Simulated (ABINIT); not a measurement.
SnO:

```
Sn O
1.0
     3.81370    0.00000    0.00000
     0.00000    3.81370    0.00000
     0.00000    0.00000    4.88691
Sn O
2 2
Direct
  0.50000 0.00000 0.76463
  0.00000 0.50000 0.23537
  0.00000 0.00000 0.00000
  0.50000 0.50000 0.00000
```

The cell is a database's computed one.

Base run:

```yaml
Program: ABINIT 10.8.3 (patched build)
Functional: PBEsol
Potentials_or_basis: PseudoDojo NC SR PBEsol v0.4.1 standard
Cutoff: 980 eV
k_mesh: 5 × 5 × 4
Occupations: fermi-dirac, width 0.05 eV
Spin: no spin polarisation
```

Its results: band gap on the k mesh 0.54 eV, indirect (least direct gap 2.01 eV); largest force 0.152 eV/Å.

Problem. The run is repeated on the same cell with these changes: functional from PBEsol to LDA; potentials or basis from PseudoDojo NC SR PBEsol v0.4.1 standard to PseudoDojo NC SR LDA v0.4.1 standard; cutoff from 980 eV to 952 eV. What comes out?

Solution. Band gap on the k mesh 0.64 eV, indirect (least direct gap 2.07 eV); largest force 0.198 eV/Å.

Caveats: spin-orbit coupling is left out, which moves the levels of the heavy elements; an odd mesh through Γ misses points on the zone boundary, where band edges often lie.
